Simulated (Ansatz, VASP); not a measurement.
One calculation of GaP, two programs

```
Ga P
1.0
     0.00000    2.71834    2.71834
     2.71834    0.00000    2.71834
     2.71834    2.71834    0.00000
Ga P
1 1
Direct
  0.00000 0.00000 0.00000
  0.25000 0.25000 0.25000
```

Alike in both runs: functional r2SCAN; dispersion rVV10; k mesh 6 × 6 × 6; no spin polarisation.

Ansatz relaxed the structure, and its values are those at the end. VASP's run is a single point on that final structure, the one shown.

|  | VASP | Ansatz |
| --- | --- | --- |
| version | VASP 6.6.1 | Ansatz 0.2.0 |
| potentials or method | VASP PAW PBE potentials, release 64 (Ga_d, P) | plane waves, PAW |
| plane-wave cutoff (eV) | 520 | 500 |
| occupations | gaussian, width 0.01 eV | fixed |
| valence electrons in the cell | 18 | 18 |

Ansatz gave:

```
pressure (GPa) : 0.0
```

Question: What did VASP give for the same quantities?

Answer: Pressure (GPa): -0.1.

Ansatz warned: «force_scf_threshold_loose».

Caveats: the PAW data sets were made with another functional, which shifts forces and pressure a little (VASP). r2SCAN opens gaps a little over a GGA but as a rule still falls short of measured ones. A k mesh can miss the band edges.
